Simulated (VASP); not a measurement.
# K (Pm-3m) in VASP: notebook

One crystal, K, is run at these levels: RPBE, r2SCAN0, PBE; tasks: single point.

All numbers are computed with VASP 6.6.1; they aren't measurements. Logs are shortened: lines on timing, memory, paths and dates and some standing lists are left out, and cuts for length are marked.

## (1) The crystal as given

Symmetry: Pm-3m, No. 221, cubic system. The conventional cell has a = 4.310 Å, b = 4.310 Å, c = 4.310 Å, α = 90.00°, β = 90.00°, γ = 90.00°. Around K (site symmetry m-3m) lie 6 K at 4.31 Å.

This isn't the form of K at room conditions, which is bcc.

## (2) Single point, RPBE

Input file INCAR:

```
SYSTEM = K
PREC = Accurate
ENCUT = 500
EDIFF = 1E-7
ISMEAR = 0
SIGMA = 0.02
LREAL = .False.
LASPH = .True.
NELM = 100
ALGO = Normal
ISIF = 2
LWAVE = .False.
LCHARG = .True.
GGA = RP
LELF = .True.
LVHAR = .True.
NBANDS = 10
```

Input file KPOINTS:

```
Automatic mesh
0
Gamma
  6 6 6
  0 0 0
```

Input file POSCAR:

```
K
1.0
    4.3104394900      0.0000000000      0.0000000000
    0.0000000000      4.3104394900      0.0000000000
    0.0000000000      0.0000000000      4.3104394900
K
1
Direct
    0.0000000000      0.0000000000      0.0000000000
```

Potentials or basis: VASP PAW PBE potentials, release 64 (K_pv).

Command:

```bash
> cat potpaw_PBE.64/K_pv/POTCAR > POTCAR
> mpirun -np 1 vasp_std > vasp.out
```

OUTCAR:

```text
SYSTEM = K
   PREC = Accurate
   ENCUT = 500
   EDIFF = 1E-7
   ISMEAR = 0
   LREAL = .False.
   LASPH = .True.
   NELM = 100
   ISIF = 2
   GGA = RP

 ion  position               nearest neighbor table
   1  0.000  0.000  0.000-

  LATTYP: Found a simple cubic cell.
 ALAT       =     4.3104394900

  Lattice vectors:

 A1 = (   4.3104394900,   0.0000000000,   0.0000000000)
 A2 = (   0.0000000000,   4.3104394900,   0.0000000000)
 A3 = (   0.0000000000,   0.0000000000,   4.3104394900)

Analysis of symmetry for initial positions (statically):
=====================================================================
 Subroutine PRICEL returns:
 Original cell was already a primitive cell.

 Routine SETGRP: Setting up the symmetry group for a
 simple cubic supercell.

 Subroutine GETGRP returns: Found 48 space group operations
 (whereof 48 operations were pure point group operations)
 out of a pool of 48 trial point group operations.

The static configuration has the point symmetry O_h .

Analysis of symmetry for dynamics (positions and initial velocities):
=====================================================================
 Subroutine PRICEL returns:
 Original cell was already a primitive cell.

 Routine SETGRP: Setting up the symmetry group for a
 simple cubic supercell.

 Subroutine GETGRP returns: Found 48 space group operations
 (whereof 48 operations were pure point group operations)
 out of a pool of 48 trial point group operations.

The dynamic configuration has the point symmetry O_h .

 Subroutine INISYM returns: Found 48 space group operations
 (whereof 48 operations are pure point group operations),
 and found     1 'primitive' translations

----------------------------------------------------------------------------------------

                                     Primitive cell

  volume of cell :      80.0875

  direct lattice vectors                    reciprocal lattice vectors
     4.310439490  0.000000000  0.000000000     0.231994905  0.000000000  0.000000000
     0.000000000  4.310439490  0.000000000     0.000000000  0.231994905  0.000000000
     0.000000000  0.000000000  4.310439490     0.000000000  0.000000000  0.231994905

  length of vectors
     4.310439490  4.310439490  4.310439490     0.231994905  0.231994905  0.231994905

  position of ions in fractional coordinates (direct lattice)
     0.000000000  0.000000000  0.000000000

  ion indices of the primitive-cell ions
   primitive index   ion index
                 1           1

----------------------------------------------------------------------------------------

 KPOINTS: Automatic mesh

Automatic generation of k-mesh.
 Grid dimensions read from file:
 generate k-points for:    6    6    6

 Generating k-lattice:

  Cartesian coordinates                     Fractional coordinates (reciprocal lattice)
     0.038665818  0.000000000  0.000000000     0.166666667  0.000000000  0.000000000
     0.000000000  0.038665818  0.000000000     0.000000000  0.166666667  0.000000000
     0.000000000  0.000000000  0.038665818     0.000000000  0.000000000  0.166666667

  Length of vectors
     0.038665818  0.038665818  0.038665818

  Shift w.r.t. Gamma in fractional coordinates (k-lattice)
     0.000000000  0.000000000  0.000000000

 Subroutine IBZKPT returns following result:
 ===========================================

 Found     20 irreducible k-points:

 Following reciprocal coordinates:
            Coordinates               Weight
  0.000000  0.000000  0.000000      1.000000
  0.166667  0.000000  0.000000      6.000000
  0.333333  0.000000  0.000000      6.000000
  0.500000  0.000000  0.000000      3.000000
  0.166667  0.166667  0.000000     12.000000
  0.333333  0.166667  0.000000     24.000000
[... 12 lines left out ...]
  0.500000  0.500000  0.333333      6.000000
  0.500000  0.500000  0.500000      1.000000
   k-points           NKPTS =     20   k-points in BZ     NKDIM =     20   number of bands    NBANDS=     10
   number of dos      NEDOS =    301   number of ions     NIONS =      1
   total plane-waves  NPLWV =  32768
   dimension x,y,z NGX =    32 NGY =   32 NGZ =   32
   dimension x,y,z NGXF=    64 NGYF=   64 NGZF=   64
   ions per type =               1
   NGX,Y,Z   is equivalent  to a cutoff of  12.34, 12.34, 12.34 a.u.
   NGXF,Y,Z  is equivalent  to a cutoff of  24.68, 24.68, 24.68 a.u.
 SYSTEM =  K
   PREC   = accura    normal or accurate (medium, high low for compatibility)
   ISTART =      0    job   : 0-new  1-cont  2-samecut
   ICHARG =      2    charge: 1-file 2-atom 10-const
   ISPIN  =      1    spin polarized calculation?
   LNONCOLLINEAR =      F non collinear calculations
   LSORBIT =      F    spin-orbit coupling
   LASPH  =      T    aspherical Exc in radial PAW
   ENCUT  =  500.0 eV  36.75 Ry    6.06 a.u.   7.86  7.86  7.86*2*pi/ulx,y,z
   NELM   =    100;   NELMIN=  2; NELMDL= -5     # of ELM steps
   EDIFF  = 0.1E-06   stopping-criterion for ELM
   LREAL  =      F    real-space projection
   EDIFFG = 0.1E-05   stopping-criterion for IOM
   NSW    =      0    number of steps for IOM
   IBRION =     -1    ionic relax: 0-MD 1-quasi-New 2-CG
   NFREE  =      0    steps in history (QN), initial steepest desc. (CG)
   ISIF   =      2    stress and relaxation
   ISYM   =      2    0-nonsym 1-usesym 2-fastsym
   POTIM  = 0.5000    time-step for ionic-motion
   TEBEG  =    0.0;   TEEND  =   0.0 temperature during run
   PSTRESS=    0.0 pullay stress
   NELECT =       7.0000    total number of electrons
   NUPDOWN=      -1.0000    fix difference up-down
   EMIN   =  10.00;   EMAX   =-10.00  energy-range for DOS
   EFERMI =   0.00;   METHOD = LEGACY
   ISMEAR =     0;   SIGMA  =   0.02  broadening in eV -4-tet -1-fermi 0-gaus
   EFERMI_NEDOS =   21; number of points for ismear=-14 and -15
   IALGO  =     38    algorithm
   IMIX   =      4    mixing-type and parameters
     AMIX     =   0.40;   BMIX     =  1.00
     AMIX_MAG =   1.60;   BMIX_MAG =  1.00
  volume/ion in A,a.u.               =      80.09       540.46
  Fermi-wavevector in a.u.,A,eV,Ry     =   0.726528  1.372940  7.181748  0.527844
  Thomas-Fermi vector in A             =   1.817524
   LORBIT       =      0    0 simple, 1 ext, 2 COOP (PROOUT), +10 PAW based schemes
   GGA     = RP    functional components
   LHFCALC =     F    Hartree Fock is set to
   AEXX    =    0.0000 exact exchange contribution
   IVDW    =     0    specifies the selected vdW correction
   LEPSILON=     F    determine dielectric tensor
   LRPA    =     F    only Hartree local field effects (RPA)
 non-spin polarized calculation
 Gauss-broadening in eV      SIGMA  =   0.02
  energy-cutoff  :      500.00
  volume of cell :       80.09
 maximum number of plane-waves:      2054
 NGX is ok and might be reduce to    32
   NGX = 15   NGY = 15   NGZ = 15

 number of electron       6.9999999 magnetization

 Free energy of the ion-electron system (eV)
  ---------------------------------------------------
  ext. energy  EPLUGINS =         0.00000000
  ---------------------------------------------------
  free energy    TOTEN  =        -0.80183848 eV

  energy without entropy =       -0.80058472  energy(sigma->0) =       -0.80121160

 E-fermi :  -1.0698     XC(G=0):  -5.2946

 val. band max:       -1.0697700761   @ k =   0.3333   0.3333   0.1667
 cond. band min:      -0.9888816179   @ k =   0.5000   0.0000   0.0000
 fundamental gap:      0.0808884582
 Fermi energy:        -1.0697700486

 k-point     1 :       0.0000    0.0000    0.0000
  band No.  band energies     occupation
      1     -16.9896      2.00000
      2     -16.9896      2.00000
      3     -16.9896      2.00000
      4      -3.1747      2.00000
      5       1.8095      0.00000
      6       1.8095      0.00000
      7       5.2232      0.00000
      8       5.2232      0.00000
      9       5.2232      0.00000
     10       5.2259      0.00000

 k-point     2 :       0.1667    0.0000    0.0000
  band No.  band energies     occupation
      1     -17.0100      2.00000
      2     -16.9879      2.00000
      3     -16.9879      2.00000
      4      -2.9204      2.00000
      5       1.4743      0.00000
      6       1.9393      0.00000
      7       4.3771      0.00000
      8       4.3771      0.00000
      9       4.6173      0.00000
     10       5.2657      0.00000

 k-point     3 :       0.3333    0.0000    0.0000
  band No.  band energies     occupation
      1     -17.0503      2.00000
      2     -16.9844      2.00000
      3     -16.9844      2.00000
      4      -2.1894      2.00000
      5       0.3114      0.00000
      6       2.2487      0.00000
      7       3.7967      0.00000
      8       3.7967      0.00000
      9       4.9817      0.00000
     10       5.3482      0.00000

 k-point     4 :       0.5000    0.0000    0.0000
  band No.  band energies     occupation
      1     -17.0703      2.00000
      2     -16.9827      2.00000
      3     -16.9827      2.00000
      4      -1.1316      1.99999
      5      -0.9889      0.00000
      6       2.4419      0.00000
      7       3.5911      0.00000
      8       3.5911      0.00000
      9       5.3911      0.00000
     10       5.8478      0.00000

 k-point     5 :       0.1667    0.1667    0.0000
  band No.  band energies     occupation
      1     -17.0088      2.00000
      2     -17.0073      2.00000
      3     -16.9862      2.00000
      4      -2.6703      2.00000
      5       1.5529      0.00000
      6       1.7409      0.00000
      7       3.5138      0.00000
      8       4.2786      0.00000
      9       4.8770      0.00000
     10       5.4415      0.00000

 k-point     6 :       0.3333    0.1667    0.0000
  band No.  band energies     occupation
      1     -17.0480      2.00000
      2     -17.0042      2.00000
      3     -16.9828      2.00000
      4      -1.9522      2.00000
      5       0.4989      0.00000
      6       2.0580      0.00000
      7       3.1759      0.00000
      8       3.8827      0.00000
      9       4.8388      0.00000
     10       5.2717      0.00000
[... 131 lines left out ...]
 k-point    17 :       0.3333    0.3333    0.3333
  band No.  band energies     occupation
      1     -17.0381      2.00000
      2     -17.0361      2.00000
      3     -17.0361      2.00000
      4      -0.4780      0.00000
      5       1.4254      0.00000
      6       1.4254      0.00000
      7       2.3174      0.00000
      8       3.2007      0.00000
      9       3.2007      0.00000
     10       5.1660      0.00000

 k-point    18 :       0.5000    0.3333    0.3333
  band No.  band energies     occupation
      1     -17.0557      2.00000
      2     -17.0352      2.00000
      3     -17.0339      2.00000
      4       0.2019      0.00000
      5       0.7203      0.00000
      6       1.5452      0.00000
      7       2.8115      0.00000
      8       2.9084      0.00000
      9       3.2532      0.00000
     10       4.6150      0.00000

 k-point    19 :       0.5000    0.5000    0.3333
  band No.  band energies     occupation
      1     -17.0533      2.00000
      2     -17.0533      2.00000
      3     -17.0324      2.00000
      4       0.7011      0.00000
      5       1.1217      0.00000
      6       1.1217      0.00000
      7       2.3699      0.00000
      8       3.4024      0.00000
      9       3.4024      0.00000
     10       3.8709      0.00000

 k-point    20 :       0.5000    0.5000    0.5000
  band No.  band energies     occupation
      1     -17.0509      2.00000
      2     -17.0509      2.00000
      3     -17.0509      2.00000
      4       1.1588      0.00000
      5       1.1588      0.00000
      6       1.1588      0.00000
      7       3.0195      0.00000
      8       3.2209      0.00000
      9       3.2209      0.00000
     10       3.2209      0.00000

------------------------ aborting loop because EDIFF is reached ----------------------------------------

  FORCE on cell =-STRESS in cart. coord.  units (eV):
  Direction    XX          YY          ZZ          XY          YZ          ZX
  --------------------------------------------------------------------------------------
  -------------------------------------------------------------------------------------
  Total        0.1106267      0.1106267      0.1106267      0.0000000     -0.0000000     -0.0000000
  in kB        2.2131256      2.2131256      2.2131256      0.0000000     -0.0000000     -0.0000000
  external PRESSURE =       2.2131256 kB  Pullay stress =       0.0000000 kB

 VOLUME and BASIS-vectors are now :
 -----------------------------------------------------------------------------
  energy-cutoff  :      500.00
  volume of cell :       80.09
      direct lattice vectors                 reciprocal lattice vectors
     4.310439490  0.000000000  0.000000000     0.231994905  0.000000000  0.000000000
     0.000000000  4.310439490  0.000000000     0.000000000  0.231994905  0.000000000
     0.000000000  0.000000000  4.310439490     0.000000000  0.000000000  0.231994905

 POSITION                                       TOTAL-FORCE (eV/Angst)
 -----------------------------------------------------------------------------------
      0.00000      0.00000      0.00000         0.000000      0.000000      0.000000
 -----------------------------------------------------------------------------------
    total drift:                                0.000000     -0.000000      0.000000

  FREE ENERGIE OF THE ION-ELECTRON SYSTEM (eV)
  ---------------------------------------------------
  free  energy   TOTEN  =        -0.8018384824 eV

  energy  without entropy=       -0.8005847166  energy(sigma->0) =       -0.80121160
```

It took 7.8 s on 1 thread of Intel Xeon Platinum 8488C (Sapphire Rapids), shared host; peak memory 0.17 GiB.

What came out:

```yaml
Free_energy: -0.8018 eV
Pressure: 0.2 GPa
Band_gap_on_the_k_mesh: none (metal or under the smearing width)
```

Levels at points of the mesh, in eV from the Fermi level:
| k point | band 1 | band 2 | band 3 | band 4 | band 5 | band 6 | band 7 |
| --- | --- | --- | --- | --- | --- | --- | --- |
| (0.00, 0.00, 0.00) | -15.92 | -15.92 | -15.92 | -2.10 | 2.88 | 2.88 | 6.29 |
| (0.50, 0.00, 0.00) | -16.00 | -15.91 | -15.91 | -0.06 | 0.08 | 3.51 | 4.66 |
| (0.50, 0.50, 0.00) | -15.99 | -15.99 | -15.91 | 1.05 | 2.09 | 2.09 | 2.09 |
| (0.50, 0.50, 0.50) | -15.98 | -15.98 | -15.98 | 2.23 | 2.23 | 2.23 | 4.09 |

Caveat: the PAW data sets were made with another functional, which shifts forces and pressure a little.

## (3) Single point, RPBE

Input file run.py:

```python
from ase.calculators.vasp import Vasp
from ase.dft.bandgap import bandgap
from ase.io import read

atoms = read('K.xyz')
calc = Vasp(
    directory='calc',
    xc='rpbe',
    pp='PBE',
    setups='minimal',
    prec='Accurate',
    encut=500,
    ediff=1e-06,
    ismear=0,
    sigma=0.02,
    lreal=False,
    lasph=True,
    nelm=60,
    algo='Normal',
    isif=2,
    lwave=False,
    lcharg=False,
    kpts=[6, 6, 6],
    gamma=True,
    nbands=10,
)
atoms.calc = calc

print('energy (eV):', atoms.get_potential_energy())
print('free energy (eV):', atoms.get_potential_energy(force_consistent=True))
print('forces (eV/A):')
print(atoms.get_forces())
print('stress (eV/A^3, Voigt):', atoms.get_stress())
print('Fermi level (eV):', calc.get_fermi_level())
gap, top, bottom = bandgap(calc)
print('band gap (eV):', gap, 'from (spin, k, band)', top, 'to', bottom)
```

Input file K.xyz:

```xyz
1
Lattice="4.3104394900 0.0000000000 0.0000000000 0.0000000000 4.3104394900 0.0000000000 0.0000000000 0.0000000000 4.3104394900" Properties=species:S:1:pos:R:3 pbc="T T T"
K      0.0000000000      0.0000000000      0.0000000000
```

Potentials or basis: VASP PAW PBE potentials, release 64 (K_pv).

Command:

```bash
> python run.py
```

It took 9.1 s on 1 thread of Intel Xeon Platinum 8488C (Sapphire Rapids), shared host; peak memory 0.17 GiB.

The run converged. Its results:

```yaml
Free_energy: -0.8018 eV
Pressure: 0.2 GPa
Band_gap_on_the_k_mesh: none (metal or under the smearing width)
```

Levels at points of the mesh, in eV from the Fermi level:
```csv
k point,band 1,band 2,band 3,band 4,band 5,band 6,band 7
"(0.00, 0.00, 0.00)",-15.92,-15.92,-15.92,-2.10,2.88,2.88,6.29
"(0.50, 0.00, 0.00)",-16.00,-15.91,-15.91,-0.06,0.08,3.51,4.66
"(0.50, 0.50, 0.00)",-15.99,-15.99,-15.91,1.05,2.09,2.09,2.09
"(0.50, 0.50, 0.50)",-15.98,-15.98,-15.98,2.23,2.23,2.23,4.09
```

Caveat: the PAW data sets were made with another functional, which shifts forces and pressure a little.

## (4) Single point, r2SCAN0 (volume scaled by 1.15)

run.py, as its differences from that of step 3:

```diff
@@ -4,12 +4,12 @@
 
-atoms = read('K.xyz')
+atoms = read('K.cif', primitive_cell=True, subtrans_included=False)
 calc = Vasp(
     directory='calc',
-    xc='rpbe',
     pp='PBE',
-    setups='minimal',
+    setups='recommended',
+    pp_version='54',
     prec='Accurate',
-    encut=500,
-    ediff=1e-06,
-    ismear=0,
+    encut=520,
+    ediff=1e-07,
+    ismear=2,
     sigma=0.02,
@@ -22,3 +22,9 @@
     lcharg=False,
-    kpts=[6, 6, 6],
+    metagga='R2SCAN',
+    lhfcalc=True,
+    aexx=0.25,
+    lmixtau=True,
+    precfock='Fast',
+    hfrcut=-1,
+    kpts=[4, 4, 4],
     gamma=True,
```

Input file K.cif:

```cif
data_K
_cell_length_a 4.51600242
_cell_length_b 4.51600242
_cell_length_c 4.51600242
_cell_angle_alpha 90.00000000
_cell_angle_beta 90.00000000
_cell_angle_gamma 90.00000000
_space_group_name_H-M_alt 'Pm-3m'
_space_group_name_Hall '-P 4 2 3'
_space_group_IT_number 221
loop_
_space_group_symop_operation_xyz
'x,y,z'
'-x,-y,-z'
'-y,x,z'
'y,-x,-z'
'-x,-y,z'
'x,y,-z'
'y,-x,z'
'-y,x,-z'
'x,-y,-z'
'-x,y,z'
'-y,-x,-z'
'y,x,z'
'-x,y,-z'
'x,-y,z'
'y,x,-z'
'-y,-x,z'
'z,x,y'
'-z,-x,-y'
'z,-y,x'
'-z,y,-x'
'z,-x,-y'
'-z,x,y'
'z,y,-x'
'-z,-y,x'
'-z,x,-y'
'z,-x,y'
'-z,-y,-x'
'z,y,x'
'-z,-x,y'
'z,x,-y'
'-z,y,x'
'z,-y,-x'
'y,z,x'
'-y,-z,-x'
'x,z,-y'
'-x,-z,y'
'-y,z,-x'
'y,-z,x'
'-x,z,y'
'x,-z,-y'
'-y,-z,x'
'y,z,-x'
'-x,-z,-y'
'x,z,y'
'y,-z,-x'
'-y,z,x'
'x,-z,y'
'-x,z,-y'
loop_
_atom_site_label
_atom_site_type_symbol
_atom_site_symmetry_multiplicity
_atom_site_Wyckoff_symbol
_atom_site_fract_x
_atom_site_fract_y
_atom_site_fract_z
_atom_site_occupancy
K1 K 1 a 0.0000000000 0.0000000000 0.0000000000 1
```

Potentials or basis: VASP PAW PBE potentials, release 54 (K_sv).

Command:

```bash
> python run.py
```

It took 99 s on 1 thread of Intel Xeon Platinum 8488C (Sapphire Rapids), shared host; peak memory 0.22 GiB.

It converged, with:

| Quantity | Value |
| --- | --- |
| Free energy | -4.8852 eV |
| Pressure | -0.4 GPa |
| Band gap on the k mesh | none (metal or under the smearing width) |

Levels at points of the mesh, in eV from the Fermi level:
| k point | band 1 | band 2 | band 3 | band 4 | band 5 | band 6 | band 7 | band 8 |
| --- | --- | --- | --- | --- | --- | --- | --- | --- |
| (0.00, 0.00, 0.00) | -37.07 | -18.64 | -18.64 | -18.64 | -2.69 | 3.72 | 3.72 | 6.60 |
| (0.50, 0.00, 0.00) | -37.07 | -18.69 | -18.64 | -18.64 | -0.20 | 0.00 | 4.40 | 5.55 |
| (0.50, 0.50, 0.00) | -37.07 | -18.69 | -18.69 | -18.63 | 1.65 | 2.37 | 2.37 | 2.59 |
| (0.50, 0.50, 0.50) | -37.06 | -18.68 | -18.68 | -18.68 | 2.94 | 2.94 | 2.94 | 4.49 |

Caveat: the PAW data sets were made with another functional, which shifts forces and pressure a little.

[end of part 1 of 2]
